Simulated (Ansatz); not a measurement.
**CoPtO₂: a prediction, then the measurements**

Computed with Ansatz 0.2.0, DFT PBE, scalar-relativistic, plane waves, PAW.

Plane waves to 420 eV, a k mesh through Γ of 18×18×18 on the computed 4-atom cell and Gaussian smearing (0.10 eV); no spin polarisation.

Relaxed structure, symmetry kept:

```cif
data_structure
_symmetry_space_group_name_H-M 'P 1'
_symmetry_Int_Tables_number 1
_cell_length_a 6.1848
_cell_length_b 6.1848
_cell_length_c 6.1848
_cell_angle_alpha 26.687
_cell_angle_beta 26.687
_cell_angle_gamma 26.687
_cell_volume 42.07
loop_
_atom_site_label
_atom_site_type_symbol
_atom_site_fract_x
_atom_site_fract_y
_atom_site_fract_z
_atom_site_occupancy
Co1 Co 0.50000 0.50000 0.50000 1
Pt1 Pt 0.00000 0.00000 0.00000 1
O1 O 0.88765 0.88765 0.88765 1
O2 O 0.11235 0.11235 0.11235 1
```

```json
{
 "Space group": "R-3m (No. 166)",
 "Volume per atom": "71.0 bohr³",
 "Formation energy from the elements' standard states (uncorrected)": "-0.834 eV/atom",
 "Kohn–Sham band gap": "none (metal)",
 "Density of states at the Fermi level": "0.48 states/eV per cell",
 "Löwdin character within 0.5 eV of the Fermi level": "Pt 5d 40 %, Co 3d 37 %, O 2p 11 %",
 "Bulk modulus": "227 GPa",
 "Its pressure derivative": "4.9",
 "Bader charges (e)": "Co (1 in the cell) 1.36, Pt (1 in the cell) 0.46, O (2 in the cell) -0.91"
}
```

Spin-orbit coupling is left out, which matters for the bands of heavy elements.

A ferromagnetic start lost its moments in a first run, so spin was left out; other magnetic orders weren't tried.

**Measured values to compare with.**

“Nearly-free electrons in a 5d delafossite oxide metal”, 2015, arxiv:1510.02439 reports, for a powder of CoPtO2: lattice constant a 2.82259 ± 0.00005 Å; lattice constant c 17.8084 ± 0.0003 Å.

Measured lattice constant a of CoPtO2: 2.82259 Å (powder; the paper above). This calculation gives 2.855 Å (+1.1 %). 2 values of this kind are on record (2.82 to 2.82259 Å); this one was drawn at random, those with a stated uncertainty first. A measured lattice constant c of CoPtO2 is 17.8084 Å (powder; the paper above); the calculated 17.883 Å misses it by +0.4 %. 3 values of this kind are on record (17.8 to 17.8084 Å); this one was drawn at random among those near their median, those with a stated uncertainty first. The calculation is for 0 K without zero-point motion.